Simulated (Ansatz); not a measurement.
# BN: the cost of one run

Method: DFT r2SCAN, scalar-relativistic, plane waves, PAW, in Ansatz 0.2.0.

## Step 1: Starting point

Symmetry: P-6m2, No. 187, hexagonal system. Conventional cell: a = 2.510 Å, b = 2.510 Å, c = 6.690 Å, α = 90.00°, β = 90.00°, γ = 120.00°. B (site symmetry -6m2) is surrounded by 3 N at 1.45 Å. Around N (site symmetry -6m2) lie 3 B at 1.45 Å.

As a file:

```xyz
4
Lattice="2.5100 0.0000 0.0000 -1.2550 2.1737 0.0000 0.0000 0.0000 6.6900" Properties=species:S:1:pos:R:3 pbc="T T T"
B     0.0000    0.0000    3.3450
B     0.0000    1.4491    0.0000
N     0.0000    0.0000    0.0000
N     1.2550    0.7246    3.3450
```

The structure comes from the Crystallography Open Database.

(A quick probe on a coarse mesh, which set the mesh and smearing, is not shown.)

## Step 3: Relaxing cell and atoms

File input.yaml:

```yaml
crystal:
  lattice:
    - [2.5099983704, 0.0, 0.0]
    - [-1.2549991852, 2.1737223522, 0.0]
    - [0.0, 0.0, 6.69]
  atoms:
    - { symbol: B, position: [0.0, 0.0, 0.5] }
    - { symbol: B, position: [0.3333333333, 0.6666666667, 0.0] }
    - { symbol: "N", position: [0.0, 0.0, 0.0] }
    - { symbol: "N", position: [0.6666666667, 0.3333333333, 0.5] }
basis:
  ecutwfc: 500
kpoints:
  mp_grid: { grid: [12, 12, 4] }
hamiltonian:
  xc: r2scan
scf:
  occupations: { method: gaussian, width: 0.02 }
output:
  forces: true
  stress: true
  eigenvalues: true
relax:
  adjacent_minimum: "off"
  f_tol: 0.005
  max_steps: 80
  cell: { stress_tol: 0.05 }
```

**Question.** How long does this run take on 1 thread of an Arm CPU, shared host, and how much memory does it need?

About 35 s, with a peak of 0.42 GiB.
